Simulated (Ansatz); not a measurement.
# Defect calculation, host Si

These are results of DFT PBEsol, scalar-relativistic, plane waves, PAW in Ansatz, not measurements. Run with 420 eV cutoff, 3×3×3 k-mesh, Gaussian smearing of 0.02 eV, collinear spin in charge +1 alone.

Host crystal, relaxed:

```
Si
1.0
     0.00000    2.71692    2.71692
     2.71692    0.00000    2.71692
     2.71692    2.71692    0.00000
Si
2
Cartesian
  4.0754 4.0754 4.0754
  2.7169 2.7169 2.7169
```

Supercell of 32 atoms, rows in host cell vectors: 1 1 1; 1 -3 1; 1 1 -3. Atoms relax at the host's cell from a start displaced at random by 0.06 Å near the defect, so other minima may exist. The cell is small, so energies carry finite-size errors of tenths of an eV. The host's Kohn–Sham gap is 0.46 eV. Atoms are taken from and returned to the elements' standard states. Charged cells are corrected for image charges with the computed static dielectric tensor (mean 13.3) and aligned with the host's potential at far atoms (alignment terms reach 0.07 eV). No band-filling term is added, and the Fermi level counts from the host's valence band top.

The defect is an interstitial at (0.000, 0.000, 0.000) of the host cell.

| charge | E_f at the valence band top (eV) | over the neutral state (eV) | moment (μB) | largest move (Å) | atoms near the site |
| --- | --- | --- | --- | --- | --- |
| +1 | 3.46 | 0.02 | 0.79 | 1.68 | 1 Si at 1.77 Å, 2 Si at 1.83 Å |
| 0 | 3.44 | 0.00 | 0.00 | 1.64 | 1 Si at 1.75 Å, 2 Si at 1.81 Å |

Among the charges computed the stable one is 0 at the valence band top and stays so across the gap. In charge +1 the extra carrier would gain by moving to a band edge of the host, so it isn't bound in the gap, though by less than the errors named above. In charge +1, 0 the cell has partly filled bands: a level of the defect may be part filled, the carrier may sit in the host's bands, or levels may cross between the k points, so transitions that involve it are doubtful. Other sites of the defect weren't tried. Fractional moments come from partly filled bands of the small cell.

Problem. Which element is it? Judge by the nearest distance in charge 0 and covalent radii.
A. Pb
B. Mn
C. Cu
D. C
E. S

Solution. D. The nearest neighbour is Si at 1.75 Å, and the summed covalent radii with Si are 1.87 Å for C, 2.43 Å for Cu, 2.50 Å for Mn, 2.57 Å for Pb, 2.16 Å for S, so C fits best. Bonds can miss such sums by a tenth of an ångström or more.

Cost: 3 runs of about 39 core-minutes in all, on Intel Xeon Platinum 8488C (Sapphire Rapids) (shared hosts).